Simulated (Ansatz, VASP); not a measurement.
One calculation of Ta, two programs

```
Ta
1.0
     5.27308    1.53873   -0.08169
     0.73614    4.58964    0.52835
    -1.72319   -2.61939    4.50458
Ta
6
Direct
  0.81554 0.51329 0.05705
  0.81581 0.84643 0.72383
  0.31573 0.17982 0.89041
  0.81565 0.17988 0.39050
  0.31549 0.51335 0.55710
  0.31582 0.84644 0.22382
```

Alike in both runs: functional PBE; k mesh 4 × 4 × 4; occupations gaussian, width 0.1 eV; no spin polarisation.

Ansatz relaxed the structure, and its values are those at the end. VASP's run is a single point on that final structure, the one shown.

|  | VASP | Ansatz |
| --- | --- | --- |
| version | VASP 6.6.1 | Ansatz 0.2.0 |
| potentials or method | VASP PAW PBE potentials, release 64 (Ta_pv) | scalar-relativistic, plane waves, PAW |
| plane-wave cutoff (eV) | 520 | 420 |
| valence electrons in the cell | 66 | 78 |

VASP gave:

- gap on the k mesh at the Fermi level (eV): none
- pressure (GPa): 0.1

Question: Estimate Ansatz's values.

Answer: gap on the k mesh at the Fermi level (eV): none; pressure (GPa): 0.0.

A gap of «none» marks a metal or a gap that the smearing closes. The two sets of potentials don't hold the same shells in valence.

Caveats: the k mesh is coarse (spacing up to 0.39 Å⁻¹), so the values aren't converged. Spin-orbit coupling is left out, which matters for the levels of Ta.
